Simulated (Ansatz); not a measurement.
## Structure relaxation of Li₂H₃

These are results of Ansatz 0.2.0, DFT PBE, scalar-relativistic, plane waves, PAW, not measurements. Cutoff 420 eV, Γ-centred k mesh, Gaussian smearing, no spin polarisation in the final step.

The start puts Li₂H₃ on the A-type sesquioxide structure type (P-3m1, No. 164), with Li in place of La, H in place of O, at a guessed volume.

```xyz
5
Lattice="3.1347 0.0000 0.0000 -1.5673 2.7147 0.0000 0.0000 0.0000 4.8771" Properties=species:S:1:pos:R:3 pbc="T T T"
Li    0.0000    1.8098    1.1949
Li    1.5673    0.9049    3.6822
H     0.0000    0.0000    0.0000
H     0.0000    1.8098    3.1457
H     1.5673    0.9049    1.7314
```

Steps on the 12×12×8 mesh (5 atoms). 9 of 13 steps are shown, and the free energy counts from the last. Trial steps that were taken back and renewals of the plane-wave basis can be among the rows.

```csv
step,ΔF (meV/atom),V (Å³/atom),P (GPa),largest force component (eV/Å)
1,38.5,8.30,-2.95,0.121
2,22.3,7.78,-1.73,0.042
3,17.3,7.28,0.42,0.085
4,15.9,7.28,0.21,0.072
5,8.1,7.26,0.15,0.167
6,2.9,7.17,1.04,0.261
8,0.3,7.36,-0.23,0.023
10,-0.1,7.32,0.01,0.004
13,0.0,7.31,0.00,0.000
```

A final relaxation ran on a 12×12×10 mesh. The relaxed crystal, P-3m1 (No. 164):

```
Li H
1.0
     3.27052    0.00000    0.00000
    -1.63526    2.83235    0.00000
     0.00000    0.00000    3.94827
Li H
2 3
Direct
  0.33333 0.66667 0.22730
  0.66667 0.33333 0.77270
  0.00000 0.00000 0.00000
  0.33333 0.66667 0.73103
  0.66667 0.33333 0.26897
```

```json
{
  "Volume per atom": "7.31 Å³",
  "Density": "0.77 g/cm³",
  "Energy over the elements": "0.00 eV/atom",
  "Gap on the 12×12×10 mesh": "0 eV (a metal)"
}
```

Energies over the elements count from the elements' standard structures at the same level (H₂ as a molecule), with no empirical corrections.

The final run used a 12×12×10 mesh on its 5-atom cell and 0.10 eV smearing. The k mesh leaves about 4 meV/atom of noise in metals.

A later test with randomly moved atoms lowered the energy by 48 meV/atom on a coarse mesh, so it isn't stable against such moves and is likely a saddle point held by symmetry.

Cost: 6 runs of about 5.7 core-minutes in all, on Arm Neoverse V1 (shared hosts).